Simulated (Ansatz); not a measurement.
A series in volume per atom on W

Results calculated with Ansatz 0.2.0 development build, not measured. Equation of state of a cubic crystal from periodic Kohn-Sham density functional theory without spin; pressure corrected for the finite basis.

Cell of the first row (space group Pm-3m, No. 221):
```
CELL_PARAMETERS angstrom
2.58810 0.00000 0.00000
0.00000 2.58810 0.00000
0.00000 0.00000 2.58810
ATOMIC_POSITIONS crystal
W 0.00000 0.00000 0.00000
```

Settings of every row: formula W; structure type simple cubic; functional PBE; spin treatment none; k mesh 21x21x21; occupation method fermi-dirac; occupation width 0.061225619 eV; wave cutoff 420 eV; datasets soft-1 PAW; density cutoff ratio 4.

Limits: a cubic model structure, not a phase known at ambient conditions; modest k-mesh, values are not fully converged in k; no spin-orbit coupling, which can matter with elements this heavy.

| row | volume per atom (Å³) | energy above lowest point (meV/atom) | pressure (GPa) |
| --- | --- | --- | --- |
| 1 | 17.335 | 40.67 | 13.589 |
| 2 | 17.704 | ? | ? |
| 3 | 18.073 | 2.55 | 3.331 |
| 4 | 18.441 | 0 | -1.045 |
| 5 | 18.81 | 7.02 | -4.988 |
| 6 | 19.179 | 22.67 | -8.545 |
| 7 | 19.548 | 46.1 | -11.753 |

Question: what energy above lowest point and pressure should row 2 give?

Worked fit of energy above lowest point. Take u = (V_r/V)^(2/3) − 1 with V_r = 18.625 Å³ an atom, which is twice the finite (Eulerian) strain; such expansions in the strain, on which the Birch-Murnaghan equation of state is built, carry the rest volume and the bulk modulus. The shown rows have u = 0.04901, 0.02026, 0.00664, -0.00657, -0.01935, -0.03173. Least squares give energy above lowest point = 2.365 − 533.17 × u + 26711.6 × u² + 2334 × u³ meV/atom; a parabola predicts inner rows, each left out in turn, worse (root mean square 0.046 against 0.007 meV/atom). All shown rows lie on it to the printed digit. Its lowest point lies at u = 0.0100, or V = 18.35 Å³ an atom, and the curvature there gives the bulk modulus at fixed shape and fractions, B = (4/9)(1 + u)² E″(u)/V = 212 GPa. The withheld row has u = 0.03439, so the fit gives 2.365 − 533.17 × (0.03439) + 26711.6 × (0.03439)² + 2334 × (0.03439)³ = 15.72 meV/atom.

The calculation gave 15.71 meV/atom. The fit lies 0.01 meV/atom (0.022 % of the column's range) above it, one unit of the last digit.

Worked fit of pressure. Take u = (V_r/V)^(2/3) − 1 with V_r = 18.625 Å³ an atom, which is twice the finite (Eulerian) strain; such expansions in the strain, on which the Birch-Murnaghan equation of state is built, carry the rest volume and the bulk modulus. The shown rows have u = 0.04901, 0.02026, 0.00664, -0.00657, -0.01935, -0.03173. Least squares give pressure = −3.0607 + 298.812 × u + 804.18 × u² + 624.7 × u³ GPa; a parabola predicts inner rows, each left out in turn, worse (root mean square 0.013 against 0.0061 GPa). The rows lie off it by 0.000, 0.002, -0.004, 0.001, 0.001, -0.001. The pressure vanishes at u = 0.0100, or V = 18.35 Å³ an atom, and there the bulk modulus at fixed shape and fractions is B = −V dP/dV = (2/3)(1 + u) dP/du = 212 GPa. The withheld row has u = 0.03439, so the fit gives −3.0607 + 298.812 × (0.03439) + 804.18 × (0.03439)² + 624.7 × (0.03439)³ = 8.192 GPa.

The calculation gave 8.19 GPa. The fit lies 0.002 GPa (0.0079 % of the column's range) above it; its largest miss of a shown row is 0.004 GPa.
